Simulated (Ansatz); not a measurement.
The parent structure is InN in the wurtzite structure (space group P6_3mc, No. 186; a = 3.5475 Å, c = 5.7226 Å). Axes: x lies along a and z along c of the hexagonal cell.

Calculations: DFT with r2SCAN, PAW potentials and a 500 eV plane-wave cutoff in Ansatz (a quantum-chemistry and plane-wave program), no spin-orbit coupling.

Before the change:

The pressure comes out as 0.0 GPa. The shortest interatomic distance comes out as 4.085 bohr.

It is then changed as follows: a pure shear with ε_xy = ε_yx = -0.0084, atoms relaxed at fixed cell.

Question: Predict the new energy relative to the base.

Answer: The energy grows by 0.8 meV/atom.

Question: What does the calculation give for the largest internal atomic displacement after the change?

Answer: The largest internal atomic displacement comes out as 0.010 Å.

Question: Predict the new pressure.

Answer: The pressure (mean of the normal stresses, compression positive) stays 0.0 GPa.

Question: Predict the new shortest interatomic distance.

Answer: The shortest interatomic distance stays essentially unchanged (4.085 bohr against 4.082 bohr).

The cells carry an imposed strain or load. Whether these cells are dynamically stable was not tested. All final runs are without spin polarisation.
